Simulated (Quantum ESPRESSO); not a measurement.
Runs of Quantum ESPRESSO 7.5 on TiAl. It takes space group Pm-3m (No. 221, cubic). The conventional cell has a = 3.179 Å, b = 3.179 Å, c = 3.179 Å, α = 90.00°, β = 90.00°, γ = 90.00°. Ti (site symmetry m-3m) has 8 Al at 2.75 Å as nearest neighbours. Al (site symmetry m-3m) has 8 Ti at 2.75 Å as nearest neighbours. The cell comes from a database or a generator and needn't be the stable form of this composition.

```tsv
task	level	potentials or basis	cell	k mesh	cutoff (eV)	SCF threshold	symmetry	form of the LDA correlation	gap on the mesh (eV)	pressure (GPa)	V0 of scaled cells (Å³/atom)	B0 (GPa)
single point	PBEsol	GBRV 1.5 PBEsol	atoms moved at random, drawn with an rms of 0.05 Å	8 × 8 × 8	612	4e-10 Ry	-	-	none	-2.4	-	-
band structure	PBEsol	GBRV 1.5 PBEsol	as given	8 × 8 × 8	612	4e-10 Ry	-	-	none	-2.5	-	-
equation of state	r2SCAN	SG15 PBE 1.2	as given	6 × 6 × 6	1020	1e-08 Ry	off	-	-	-	16.03	120
single point	PBEsol	GBRV 1.5 PBEsol	as given	8 × 8 × 8	612	4e-10 Ry	-	-	none	-2.5	-	-
equation of state	LDA	GBRV 1.5 LDA	as given	8 × 8 × 8	612	4e-10 Ry	-	PZ81	-	-	(b)	125
equation of state	PBEsol	GBRV 1.5 PBEsol	as given	8 × 8 × 8	612	4e-10 Ry	-	-	-	-	15.72	(a)
```

Alike in all rows: no spin polarisation; smearing fermi-dirac 0.05 eV.

Q: Fill in the values left out.

A: (a) 118; (b) 15.26.

Caveats: the potentials were made for another functional, which shifts forces and pressure (some runs).

A gap of «none» marks a metal or a gap under the smearing width.
